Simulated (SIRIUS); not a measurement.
# Se (P3_121) in SIRIUS: equation of state, part 2 of 2

SIRIUS 7.12.0.

## Step 4: Equation of state, PBEsol, 26.72 Å³/atom (volume scaled by 0.98)

sirius.json

```json
{
  "control": {
    "processing_unit": "cpu",
    "std_evp_solver_name": "lapack",
    "gen_evp_solver_name": "lapack",
    "verbosity": 2,
    "print_forces": false,
    "ortho_rf": true,
    "use_second_variation": true,
    "rmt_max": 3.0,
    "num_bands_to_print": 24,
    "save_wf": true
  },
  "parameters": {
    "electronic_structure_method": "full_potential_lapwlo",
    "xc_functionals": ["XC_GGA_X_PBE_SOL", "XC_GGA_C_PBE_SOL"],
    "core_relativity": "dirac",
    "valence_relativity": "iora",
    "num_fv_states": 44,
    "smearing": "fermi_dirac",
    "smearing_width": 0.0018374661,
    "pw_cutoff": 20,
    "gk_cutoff": 3.89,
    "lmax_apw": 10,
    "lmax_rho": 8,
    "lmax_pot": 8,
    "num_mag_dims": 0,
    "auto_rmt": 0,
    "ngridk": [7, 7, 6],
    "shiftk": [0, 0, 0],
    "num_dft_iter": 80,
    "energy_tol": 1e-07,
    "density_tol": 1e-05,
    "use_symmetry": true
  },
  "settings": {"tol_ne": 1e-10},
  "iterative_solver": {"type": "exact"},
  "mixer": {"type": "anderson", "beta": 0.5, "max_history": 8},
  "unit_cell": {
    "lattice_vectors": [[8.1955452199, 0.0, 0.0], [-4.09777261, 7.0975503584, 0.0], [0.0, 0.0, 9.2981202881]],
    "atom_types": ["Se"],
    "atom_files": {"Se": "Se.json"},
    "atoms": {"Se": [[0.7746, 0.7746, 0.0], [0.0, 0.2254, 0.6666666667], [0.2254, 0.0, 0.3333333333]]}
  }
}
```

Se.json

```json
{
  "name": "selenium",
  "symbol": "Se",
  "number": 34,
  "mass": 78.96,
  "rmin": 1e-06,
  "rmt": 2.16,
  "nrmt": 800,
  "rinf": 13.6,
  "core": "1s2s2p",
  "valence": [
    {"basis": [{"enu": -0.05, "dme": 0, "n": 0, "auto": 0}, {"enu": -0.05, "dme": 1, "n": 0, "auto": 0}]},
    {"l": 0, "n": 1, "basis": [{"enu": -0.0983, "dme": 0, "n": 0, "auto": 0}]},
    {"l": 1, "n": 2, "basis": [{"enu": 0.05, "dme": 0, "n": 0, "auto": 0}]},
    {"l": 2, "n": 3, "basis": [{"enu": 0.05, "dme": 0, "n": 0, "auto": 0}]},
    {"l": 3, "n": 4, "basis": [{"enu": 0.05, "dme": 0, "n": 0, "auto": 0}]}
  ],
  "lo": [
    {
      "l": 0,
      "basis": [{"enu": -0.0983, "dme": 0, "n": 0, "auto": 0}, {"enu": -0.0983, "dme": 1, "n": 0, "auto": 0}]
    },
    {
      "l": 0,
      "basis": [{"enu": -0.0983, "dme": 1, "n": 0, "auto": 0}, {"enu": -0.0983, "dme": 2, "n": 0, "auto": 0}]
    },
    {
      "l": 0,
      "basis": [{"enu": -7.5018, "dme": 0, "n": 3, "auto": 1}, {"enu": -7.5018, "dme": 1, "n": 3, "auto": 1}]
    },
    {
      "l": 0,
      "basis": [{"enu": -0.0983, "dme": 0, "n": 0, "auto": 0}, {"enu": 2.4737, "dme": 0, "n": 0, "auto": 0}]
    },
    {"l": 1, "basis": [{"enu": 0.05, "dme": 0, "n": 0, "auto": 0}, {"enu": 0.05, "dme": 1, "n": 0, "auto": 0}]},
    {
      "l": 1,
      "basis": [{"enu": -5.3106, "dme": 0, "n": 3, "auto": 1}, {"enu": -5.3106, "dme": 1, "n": 3, "auto": 1}]
    },
    {
      "l": 1,
      "basis": [{"enu": -5.3106, "dme": 1, "n": 3, "auto": 1}, {"enu": 0.05, "dme": 0, "n": 0, "auto": 0}]
    },
    {"l": 1, "basis": [{"enu": 0.05, "dme": 0, "n": 0, "auto": 0}, {"enu": 3.9938, "dme": 0, "n": 0, "auto": 0}]},
    {"l": 2, "basis": [{"enu": 0.05, "dme": 0, "n": 0, "auto": 0}, {"enu": 0.05, "dme": 1, "n": 0, "auto": 0}]},
    {
      "l": 2,
      "basis": [{"enu": -1.6695, "dme": 0, "n": 3, "auto": 1}, {"enu": -1.6695, "dme": 1, "n": 3, "auto": 1}]
    },
    {
      "l": 2,
      "basis": [{"enu": -1.6695, "dme": 1, "n": 3, "auto": 1}, {"enu": 0.05, "dme": 0, "n": 0, "auto": 0}]
    },
    {"l": 2, "basis": [{"enu": 0.05, "dme": 0, "n": 0, "auto": 0}, {"enu": 4.5082, "dme": 0, "n": 0, "auto": 0}]},
    {"l": 3, "basis": [{"enu": 0.05, "dme": 0, "n": 0, "auto": 0}, {"enu": 0.05, "dme": 1, "n": 0, "auto": 0}]},
    {"l": 3, "basis": [{"enu": 0.05, "dme": 0, "n": 0, "auto": 0}, {"enu": 3.7794, "dme": 0, "n": 0, "auto": 0}]}
  ],
  "free_atom": [... radial grid and density of the free atom, the start of the SCF ...]
}
```

sirius_start.json

```json
{
  "control": {
    "processing_unit": "cpu",
    "std_evp_solver_name": "lapack",
    "gen_evp_solver_name": "lapack",
    "verbosity": 1,
    "print_forces": false,
    "ortho_rf": true,
    "use_second_variation": true,
    "rmt_max": 3.0,
    "num_bands_to_print": 24,
    "save_wf": false
  },
  "parameters": {
    "electronic_structure_method": "full_potential_lapwlo",
    "xc_functionals": ["XC_LDA_X", "XC_LDA_C_PW"],
    "core_relativity": "dirac",
    "valence_relativity": "iora",
    "num_fv_states": 44,
    "smearing": "fermi_dirac",
    "smearing_width": 0.0055123983,
    "pw_cutoff": 20,
    "gk_cutoff": 3.11,
    "lmax_apw": 10,
    "lmax_rho": 8,
    "lmax_pot": 8,
    "num_mag_dims": 0,
    "auto_rmt": 0,
    "ngridk": [3, 3, 2],
    "shiftk": [0, 0, 0],
    "num_dft_iter": 30,
    "energy_tol": 0.01,
    "density_tol": 0.05,
    "use_symmetry": true
  },
  "settings": {"tol_ne": 1e-10},
  "iterative_solver": {"type": "exact"},
  "mixer": {"type": "anderson", "beta": 0.5, "max_history": 8},
  "unit_cell": {
    "lattice_vectors": [[8.1955452199, 0.0, 0.0], [-4.09777261, 7.0975503584, 0.0], [0.0, 0.0, 9.2981202881]],
    "atom_types": ["Se"],
    "atom_files": {"Se": "Se.json"},
    "atoms": {"Se": [[0.7746, 0.7746, 0.0], [0.0, 0.2254, 0.6666666667], [0.2254, 0.0, 0.3333333333]]}
  }
}
```

Command:

```
$ OMP_NUM_THREADS=1 sirius.scf --input=sirius_start.json --output=start.json
$ OMP_NUM_THREADS=1 sirius.scf --input=sirius.json --output=output.json --task=1
```

It took 3.3 min on 1 thread of Arm Neoverse V1, shared host; peak memory 0.73 GiB.

Results (log left out):

- Free energy: -198254.1202 eV
- Band gap on the k mesh: 1.12 eV, indirect (least direct gap 1.47 eV)
- All electrons inside the program's atomic spheres: Se 31.70 (radii Se 2.16 bohr)

Caveat: an odd mesh through Γ misses points on the zone boundary, where band edges often lie.

## Step 5: Equation of state, PBEsol, 27.81 Å³/atom (volume scaled by 1.02)

sirius.json, as its differences from that of step 4:

```diff
@@ -39,3 +39,3 @@
   "unit_cell": {
-    "lattice_vectors": [[8.1955452199, 0.0, 0.0], [-4.09777261, 7.0975503584, 0.0], [0.0, 0.0, 9.2981202881]],
+    "lattice_vectors": [[8.3055656667, 0.0, 0.0], [-4.1527828333, 7.1928308602, 0.0], [0.0, 0.0, 9.4229421664]],
     "atom_types": ["Se"],
```

Se.json

```json
{
  "name": "selenium",
  "symbol": "Se",
  "number": 34,
  "mass": 78.96,
  "rmin": 1e-06,
  "rmt": 2.16,
  "nrmt": 800,
  "rinf": 13.6,
  "core": "1s2s2p",
  "valence": [
    {"basis": [{"enu": -0.07, "dme": 0, "n": 0, "auto": 0}, {"enu": -0.07, "dme": 1, "n": 0, "auto": 0}]},
    {"l": 0, "n": 1, "basis": [{"enu": -0.1183, "dme": 0, "n": 0, "auto": 0}]},
    {"l": 1, "n": 2, "basis": [{"enu": 0.03, "dme": 0, "n": 0, "auto": 0}]},
    {"l": 2, "n": 3, "basis": [{"enu": 0.03, "dme": 0, "n": 0, "auto": 0}]},
    {"l": 3, "n": 4, "basis": [{"enu": 0.03, "dme": 0, "n": 0, "auto": 0}]}
  ],
  "lo": [
    {
      "l": 0,
      "basis": [{"enu": -0.1183, "dme": 0, "n": 0, "auto": 0}, {"enu": -0.1183, "dme": 1, "n": 0, "auto": 0}]
    },
    {
      "l": 0,
      "basis": [{"enu": -0.1183, "dme": 1, "n": 0, "auto": 0}, {"enu": -0.1183, "dme": 2, "n": 0, "auto": 0}]
    },
    {
      "l": 0,
      "basis": [{"enu": -7.5218, "dme": 0, "n": 3, "auto": 1}, {"enu": -7.5218, "dme": 1, "n": 3, "auto": 1}]
    },
    {
      "l": 0,
      "basis": [{"enu": -0.1183, "dme": 0, "n": 0, "auto": 0}, {"enu": 2.4537, "dme": 0, "n": 0, "auto": 0}]
    },
    {"l": 1, "basis": [{"enu": 0.03, "dme": 0, "n": 0, "auto": 0}, {"enu": 0.03, "dme": 1, "n": 0, "auto": 0}]},
    {
      "l": 1,
      "basis": [{"enu": -5.3306, "dme": 0, "n": 3, "auto": 1}, {"enu": -5.3306, "dme": 1, "n": 3, "auto": 1}]
    },
    {
      "l": 1,
      "basis": [{"enu": -5.3306, "dme": 1, "n": 3, "auto": 1}, {"enu": 0.03, "dme": 0, "n": 0, "auto": 0}]
    },
    {"l": 1, "basis": [{"enu": 0.03, "dme": 0, "n": 0, "auto": 0}, {"enu": 3.9738, "dme": 0, "n": 0, "auto": 0}]},
    {"l": 2, "basis": [{"enu": 0.03, "dme": 0, "n": 0, "auto": 0}, {"enu": 0.03, "dme": 1, "n": 0, "auto": 0}]},
    {
      "l": 2,
      "basis": [{"enu": -1.6895, "dme": 0, "n": 3, "auto": 1}, {"enu": -1.6895, "dme": 1, "n": 3, "auto": 1}]
    },
    {
      "l": 2,
      "basis": [{"enu": -1.6895, "dme": 1, "n": 3, "auto": 1}, {"enu": 0.03, "dme": 0, "n": 0, "auto": 0}]
    },
    {"l": 2, "basis": [{"enu": 0.03, "dme": 0, "n": 0, "auto": 0}, {"enu": 4.4882, "dme": 0, "n": 0, "auto": 0}]},
    {"l": 3, "basis": [{"enu": 0.03, "dme": 0, "n": 0, "auto": 0}, {"enu": 0.03, "dme": 1, "n": 0, "auto": 0}]},
    {"l": 3, "basis": [{"enu": 0.03, "dme": 0, "n": 0, "auto": 0}, {"enu": 3.7594, "dme": 0, "n": 0, "auto": 0}]}
  ],
  "free_atom": [... radial grid and density of the free atom, the start of the SCF ...]
}
```

sirius_start.json, as its differences from that of step 4:

```diff
@@ -39,3 +39,3 @@
   "unit_cell": {
-    "lattice_vectors": [[8.1955452199, 0.0, 0.0], [-4.09777261, 7.0975503584, 0.0], [0.0, 0.0, 9.2981202881]],
+    "lattice_vectors": [[8.3055656667, 0.0, 0.0], [-4.1527828333, 7.1928308602, 0.0], [0.0, 0.0, 9.4229421664]],
     "atom_types": ["Se"],
```

Command:

```
$ OMP_NUM_THREADS=1 sirius.scf --input=sirius_start.json --output=start.json
$ OMP_NUM_THREADS=1 sirius.scf --input=sirius.json --output=output.json --task=1
```

Wall time 3.5 min (1 thread of Arm Neoverse V1, shared host); peak memory 0.75 GiB.

Results (log left out):

- Free energy: -198254.1232 eV
- Band gap on the k mesh: 1.16 eV, indirect (least direct gap 1.42 eV)
- All electrons inside the program's atomic spheres: Se 31.68 (radii Se 2.16 bohr)

Caveat: an odd mesh through Γ misses points on the zone boundary, where band edges often lie.

## Step 6: Equation of state, PBEsol, 28.35 Å³/atom (volume scaled by 1.04)

sirius.json, as its differences from that of step 5:

```diff
@@ -39,3 +39,3 @@
   "unit_cell": {
-    "lattice_vectors": [[8.3055656667, 0.0, 0.0], [-4.1527828333, 7.1928308602, 0.0], [0.0, 0.0, 9.4229421664]],
+    "lattice_vectors": [[8.3594994226, 0.0, 0.0], [-4.1797497113, 7.2395388629, 0.0], [0.0, 0.0, 9.4841318171]],
     "atom_types": ["Se"],
```

Se.json is that of step 5.

sirius_start.json, as its differences from that of step 5:

```diff
@@ -39,3 +39,3 @@
   "unit_cell": {
-    "lattice_vectors": [[8.3055656667, 0.0, 0.0], [-4.1527828333, 7.1928308602, 0.0], [0.0, 0.0, 9.4229421664]],
+    "lattice_vectors": [[8.3594994226, 0.0, 0.0], [-4.1797497113, 7.2395388629, 0.0], [0.0, 0.0, 9.4841318171]],
     "atom_types": ["Se"],
```

Potentials or basis: all-electron FP-LAPW, apw+lo standard.

Command:

```
$ OMP_NUM_THREADS=1 sirius.scf --input=sirius_start.json --output=start.json
$ OMP_NUM_THREADS=1 sirius.scf --input=sirius.json --output=output.json --task=1
```

Run time: 3.6 min. Hardware: 1 thread of Arm Neoverse V1, shared host; peak memory 0.76 GiB.

It converged, with:

* Free energy: -198254.1087 eV
* Band gap on the k mesh: 1.14 eV, indirect (least direct gap 1.40 eV)
* All electrons inside the program's atomic spheres: Se 31.67 (radii Se 2.16 bohr)

Caveat: an odd mesh through Γ misses points on the zone boundary, where band edges often lie.

## Step 7: Equation of state, PBEsol, 28.90 Å³/atom (volume scaled by 1.06)

sirius.json, as its differences from that of step 6:

```diff
@@ -39,3 +39,3 @@
   "unit_cell": {
-    "lattice_vectors": [[8.3594994226, 0.0, 0.0], [-4.1797497113, 7.2395388629, 0.0], [0.0, 0.0, 9.4841318171]],
+    "lattice_vectors": [[8.4127460774, 0.0, 0.0], [-4.2063730386, 7.2856518186, 0.0], [0.0, 0.0, 9.5445419287]],
     "atom_types": ["Se"],
```

Se.json

```json
{
  "name": "selenium",
  "symbol": "Se",
  "number": 34,
  "mass": 78.96,
  "rmin": 1e-06,
  "rmt": 2.16,
  "nrmt": 800,
  "rinf": 13.6,
  "core": "1s2s2p",
  "valence": [
    {"basis": [{"enu": -0.08, "dme": 0, "n": 0, "auto": 0}, {"enu": -0.08, "dme": 1, "n": 0, "auto": 0}]},
    {"l": 0, "n": 1, "basis": [{"enu": -0.1283, "dme": 0, "n": 0, "auto": 0}]},
    {"l": 1, "n": 2, "basis": [{"enu": 0.02, "dme": 0, "n": 0, "auto": 0}]},
    {"l": 2, "n": 3, "basis": [{"enu": 0.02, "dme": 0, "n": 0, "auto": 0}]},
    {"l": 3, "n": 4, "basis": [{"enu": 0.02, "dme": 0, "n": 0, "auto": 0}]}
  ],
  "lo": [
    {
      "l": 0,
      "basis": [{"enu": -0.1283, "dme": 0, "n": 0, "auto": 0}, {"enu": -0.1283, "dme": 1, "n": 0, "auto": 0}]
    },
    {
      "l": 0,
      "basis": [{"enu": -0.1283, "dme": 1, "n": 0, "auto": 0}, {"enu": -0.1283, "dme": 2, "n": 0, "auto": 0}]
    },
    {
      "l": 0,
      "basis": [{"enu": -7.5318, "dme": 0, "n": 3, "auto": 1}, {"enu": -7.5318, "dme": 1, "n": 3, "auto": 1}]
    },
    {
      "l": 0,
      "basis": [{"enu": -0.1283, "dme": 0, "n": 0, "auto": 0}, {"enu": 2.4437, "dme": 0, "n": 0, "auto": 0}]
    },
    {"l": 1, "basis": [{"enu": 0.02, "dme": 0, "n": 0, "auto": 0}, {"enu": 0.02, "dme": 1, "n": 0, "auto": 0}]},
    {
      "l": 1,
      "basis": [{"enu": -5.3406, "dme": 0, "n": 3, "auto": 1}, {"enu": -5.3406, "dme": 1, "n": 3, "auto": 1}]
    },
    {
      "l": 1,
      "basis": [{"enu": -5.3406, "dme": 1, "n": 3, "auto": 1}, {"enu": 0.02, "dme": 0, "n": 0, "auto": 0}]
    },
    {"l": 1, "basis": [{"enu": 0.02, "dme": 0, "n": 0, "auto": 0}, {"enu": 3.9638, "dme": 0, "n": 0, "auto": 0}]},
    {"l": 2, "basis": [{"enu": 0.02, "dme": 0, "n": 0, "auto": 0}, {"enu": 0.02, "dme": 1, "n": 0, "auto": 0}]},
    {
      "l": 2,
      "basis": [{"enu": -1.6995, "dme": 0, "n": 3, "auto": 1}, {"enu": -1.6995, "dme": 1, "n": 3, "auto": 1}]
    },
    {
      "l": 2,
      "basis": [{"enu": -1.6995, "dme": 1, "n": 3, "auto": 1}, {"enu": 0.02, "dme": 0, "n": 0, "auto": 0}]
    },
    {"l": 2, "basis": [{"enu": 0.02, "dme": 0, "n": 0, "auto": 0}, {"enu": 4.4782, "dme": 0, "n": 0, "auto": 0}]},
    {"l": 3, "basis": [{"enu": 0.02, "dme": 0, "n": 0, "auto": 0}, {"enu": 0.02, "dme": 1, "n": 0, "auto": 0}]},
    {"l": 3, "basis": [{"enu": 0.02, "dme": 0, "n": 0, "auto": 0}, {"enu": 3.7494, "dme": 0, "n": 0, "auto": 0}]}
  ],
  "free_atom": [... radial grid and density of the free atom, the start of the SCF ...]
}
```

sirius_start.json, as its differences from that of step 6:

```diff
@@ -39,3 +39,3 @@
   "unit_cell": {
-    "lattice_vectors": [[8.3594994226, 0.0, 0.0], [-4.1797497113, 7.2395388629, 0.0], [0.0, 0.0, 9.4841318171]],
+    "lattice_vectors": [[8.4127460774, 0.0, 0.0], [-4.2063730386, 7.2856518186, 0.0], [0.0, 0.0, 9.5445419287]],
     "atom_types": ["Se"],
```

Command:

```
$ OMP_NUM_THREADS=1 sirius.scf --input=sirius_start.json --output=start.json
$ OMP_NUM_THREADS=1 sirius.scf --input=sirius.json --output=output.json --task=1
```

Wall time 3.8 min (1 thread of Arm Neoverse V1, shared host); peak memory 0.77 GiB.

Results (log left out):

| Quantity | Value |
| --- | --- |
| Free energy | -198254.0849 eV |
| Band gap on the k mesh | 1.12 eV, indirect (least direct gap 1.37 eV) |
| All electrons inside the program's atomic spheres | Se 31.66 (radii Se 2.16 bohr) |

Caveat: an odd mesh through Γ misses points on the zone boundary, where band edges often lie.

## Step 8: Equation of state, PBEsol

This step only gathers the single runs of the series.

What came out:

```yaml
Equilibrium_volume: 27.32 Å³/atom
Bulk_modulus_at_fixed_shape_and_positions: 56 GPa
Pressure_derivative_of_the_bulk_modulus: "5.0 (rough: it moves with the points fitted)"
```

Energy against volume, from the lowest point:
```csv
volume (Å³/atom),energy (meV/atom)
25.625,20.92
26.170,9.19
26.716,2.36
27.261,0.00
27.806,1.36
28.351,6.19
28.896,14.12
```

Caveat: the cell was scaled at fixed shape and fractional positions, which overstates the stiffness of a crystal with free parameters, most of all of layers and chains.
